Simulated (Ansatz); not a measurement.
5 guesses for Ti3Al and where they end

Method: Ansatz 0.2.0, DFT PBE, scalar-relativistic, plane waves, PAW. All cells share a 420 eV cutoff and Γ-centred k meshes spaced at most about 0.3 Å⁻¹ (about 0.25 or finer for metals, 2π included). Collinear spin in cells that started with moments and kept them past the coarse steps, no spin elsewhere.

Each guess was relaxed in cell and atoms at zero pressure, within the symmetry of its start. All energies are static (0 K, no zero-point motion). Coordination counts all near atoms (those within 1.25 times the shortest distance at each site; a plus sign parts nearer from farther groups).

```tsv
guess	made from	start group	V start (Å³/atom)	end group	V end (Å³/atom)	coordination at the end	gap on mesh (eV)	largest moment (μB)	E over the lowest end (meV/atom)
1	a cell as deposited in COD	P6_3/mmc	16.8	P6_3/mmc (Ni3Sn (D0_19))	16.7	Ti 12, Al 12	0	-	0
2	a Materials Project cell	P-6m2	17.1	P-6m2	17.2	Ti 12, Al 12	0	-	151
3	random cell	Pm-3m	14.6	Pm-3m (Cu3Au (L1_2))	16.6	Ti 12, Al 12	0	-	18
4	a Materials Project cell	Fm-3m	16.9	Fm-3m (BiF3 (D0_3))	16.9	Ti 8+6, Al 8+6	0	1.0	121
5	random cell	P-62m	17.4	?	?	?	?	?	?
```

Guess 5 as it starts:

```
CELL_PARAMETERS angstrom
3.58313 0.00000 0.00000
-1.79156 3.10308 0.00000
0.00000 0.00000 6.26768
ATOMIC_POSITIONS crystal
Ti 0.32414 0.00000 0.00000
Ti 0.00000 0.32414 0.00000
Ti 0.67586 0.67586 0.00000
Al 0.00000 0.00000 0.50000
```

**Question.** Predict the end of this guess and its energy over the lowest end.

**Answer.** It ends in space group P-62m (No. 189), with a = 4.773 Å, c = 4.406 Å, 21.7 Å³/atom and no gap, without spin. It lies 0.96 eV/atom over the lowest end, above guess 2 and so the highest of the set. Counting all near atoms, this end has Ti 8, Al 6 and the lowest (guess 1) has Ti 12, Al 12.

```
Ti Al
1.0
     4.77287    0.00000    0.00000
    -2.38644    4.13343    0.00000
     0.00000    0.00000    4.40553
Ti Al
3 1
Cartesian
  1.6239 0.0000 0.0000
  -0.8119 1.4063 0.0000
  1.5745 2.7271 0.0000
  0.0000 0.0000 2.2028
```

The zero of energy is the elements' standard structures at the same level; no fitted shifts are applied.

**Question.** Is the lowest end bound against the elements?

**Answer.** Yes: its formation energy is −0.28 eV/atom. A negative formation energy is needed for stability but isn't enough: competing phases decide.

The magnetic state reached may not be the lowest. With atoms moved at random, P-6m2 came back. Other cells relaxed within their symmetry can be saddle points. Some candidate types were left out of the draw beforehand, so a known form may be missing.

The D0_19 end is lowest, as expected for Ti3Al, with L1_2 only 18 meV/atom higher. Both stack the same kind of ordered close-packed layer and surround each Al entirely with Ti, so they keep the favourable Ti d–Al p bonding and differ mainly beyond the first shell. Coordination number alone does not set the order: the P-6m2 end is also twelve-coordinate yet lies above D0_3, probably because its chemical order is less favourable, with Al–Al contacts replacing some Ti–Al ones.

Guess 5 fails for a plainer reason. Its Ti atoms form flat, nearly triangular nets stacked directly over one another 4.406 Å apart, with Al in only some of the trigonal prisms between them. Metallic bonding within the nets survives, but direct Ti–Ti bonding between them is largely lost, which explains both the large volume and the high energy. Its excess of 0.96 eV/atom outweighs the binding of the lowest end, leaving it unbound against the elements, whereas the other four ends remain bound.
